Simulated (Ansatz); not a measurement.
Runs of Ansatz 0.2.0 on Ge. It takes space group Pm-3m (No. 221, cubic). The conventional cell has a = 2.710 Å, b = 2.710 Å, c = 2.710 Å, α = 90.00°, β = 90.00°, γ = 90.00°. Around Ge (site symmetry m-3m) lie 6 Ge at 2.71 Å. The cell was built by a generator and needn't be a form met in nature.

```csv
level,cutoff (eV),gap on the mesh (eV),pressure (GPa)
LDA,420,none,-5.4
PBEsol,420,none,-3.7
r2SCAN,500,none,(b)
r2SCAN0,500,none,-4.0
HSE06,420,none,(a)
```

Alike in all rows: task projected density of states; potentials or basis Ansatz PAW; no spin polarisation; cell as given; k mesh 6 × 6 × 6; smearing fermi-dirac 0.05 eV; the mesh is coarse, so values aren't converged.

Problem. Fill in the values left out.

Solution. (a) -2.7; (b) -2.6.

Caveats: all runs use coarse meshes; the PAW data sets come from PBE, with cores solved anew for the run's functional, which leaves a small shift of forces and pressure; the density of states is complete only up to the lowest level of the last band computed; the thresholds are loose for stress (some runs).

A k mesh can miss the band edges, and the runs leave out spin-orbit coupling on Ge.

A gap of «none» marks a metal or a gap under the smearing width.

Runs at the PBE level aren't shown here.
